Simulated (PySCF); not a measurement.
C₅H₅N.
SMILES with atom numbers: `[cH:1]1[cH:2][cH:3][n:4][cH:5][cH:6]1` (hydrogens: H7 on C1; H8 on C2; H9 on C3; H10 on C5; H11 on C6)

The same species was optimised twice, with GFN2-xTB and with PBE0-D3(BJ)/def2-SVP (PySCF), and the same property calculations (PySCF, gas phase) were run on both structures.

| coordinate | GFN2-xTB | PBE0-D3(BJ)/def2-SVP | change |
| --- | --- | --- | --- |
| C3–N4 (Å) | 1.322 | 1.331 | +0.009 |
| N4–C5 (Å) | 1.322 | 1.331 | +0.009 |
| C2–C3 (Å) | 1.387 | 1.395 | +0.008 |
| C5–C6 (Å) | 1.387 | 1.395 | +0.008 |
| C1–C2 (Å) | 1.386 | 1.393 | +0.007 |
| C1–C6 (Å) | 1.386 | 1.393 | +0.007 |
| C3–N4–C5 (°) | 118.1 | 117.7 | -0.4 |
| C2–C1–C6 (°) | 118.7 | 118.5 | -0.2 |
| N4–C5–C6 (°) | 123.4 | 123.6 | +0.2 |
| C1–C2–C3 (°) | 118.2 | 118.4 | +0.2 |
| C1–C6–C5 (°) | 118.2 | 118.3 | +0.1 |
| C2–C3–N4 (°) | 123.4 | 123.5 | +0.1 |

Rotational constants: A = 6122, B = 5917, C = 3009 MHz (GFN2-xTB) against A = 6052, B = 5836, C = 2971 MHz (PBE0-D3(BJ)/def2-SVP). Point groups within 0.08 Å: C2v and C2v.

On the GFN2-xTB structure: HOMO (eV) -7.37 [PBE0/pcSseg-1]; LUMO (eV) -0.77 [PBE0/pcSseg-1]; dipole (D) 2.23 [PBE0/pcSseg-1]; GIAO shielding of C1 (ppm) 45.5 [PBE0/pcSseg-1]; GIAO shielding of C2/C6 (mean) (ppm) 58.4 [PBE0/pcSseg-1]; GIAO shielding of C3/C5 (mean) (ppm) 30.9 [PBE0/pcSseg-1]; GIAO shielding of N4 (ppm) -94.1 [PBE0/pcSseg-1].

Question: What do these properties become on the PBE0-D3(BJ)/def2-SVP structure?

Answer: 
```tsv
property	level	on GFN2-xTB	on PBE0-D3(BJ)/def2-SVP	change
HOMO (eV)	PBE0/pcSseg-1	-7.37	-7.42	-0.05
LUMO (eV)	PBE0/pcSseg-1	-0.77	-0.83	-0.06
dipole (D)	PBE0/pcSseg-1	2.23	2.25	+0.02
energy, GFN2-xTB geometry as zero (kcal/mol)	PBE0/pcSseg-1	0.0	-0.2	-0.2
GIAO shielding of C1 (ppm)	PBE0/pcSseg-1	45.5	43.6	-1.9
GIAO shielding of C2/C6 (mean) (ppm)	PBE0/pcSseg-1	58.4	55.9	-2.5
GIAO shielding of C3/C5 (mean) (ppm)	PBE0/pcSseg-1	30.9	28.4	-2.5
GIAO shielding of N4 (ppm)	PBE0/pcSseg-1	-94.1	-98.5	-4.4
```

The heavy atoms differ by 0.008 Å rms after alignment. Among bonds between heavy atoms C2–C3, C3–N4, N4–C5 and C5–C6 change most and about equally (+0.008 to +0.009 Å). Changes are differences of the printed values. Neither structure is proved a minimum here.
